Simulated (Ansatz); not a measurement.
In doubt: masses and optical values from hybrid runs of this build are listed as unsure, which bears on the screening that GW takes from such a start.

Rows from a G0W0 calculation on Te2Mo (layers cut from the bulk crystal) (Ansatz 0.2.0; G0W0 on HSE06, plane waves, PAW; 9×9×1 mesh, 616 empty bands, screening to 60 eV), in eV. Spin-orbit coupling is left out.

```
row      Σx     Σc     Vxc     Z
  A  -17.48   0.80  -16.96  0.78
  B  -12.57  -3.61  -16.52  0.76
  C  -13.58  -3.15  -17.15  0.76
  D  -18.37   0.87  -17.91  0.75
  E  -13.48  -3.28  -17.17  0.76
  F  -18.47   0.54  -18.29  0.76
```

Q: Which rows are filled states and which are empty ones, and how can one tell?

Filled: A, D and F. Empty: B, C and E. The sign of Σc tells: for a filled state bare exchange, which holds its interaction with itself, lies below Vxc (Σx − Vxc is -0.2 eV or lower here) and screening gives part back as a positive Σc. For an empty state Σx lies above Vxc (+3.6 eV or more) and the Coulomb hole leaves Σc negative.

[Paths, hosts, dates, memory and timing lines, banners, echoed tables and standing remarks are left out of the program output.]

[Logs are printed without paths, hosts, clocks, repeated set-up lines and the standing remarks that a program may print on its own settings, such as how far it seeks lower states.]

[Runs of the session that timed out or met a known fault of the program may be left out.]

[Cells called generated may have been cut or substituted from an entry of the Crystallography Open Database or the Materials Project.]

[Hosts, paths, dates, database ids (printed as entryN), source tags and the programs' standing remarks are cut or masked in the printed files.]
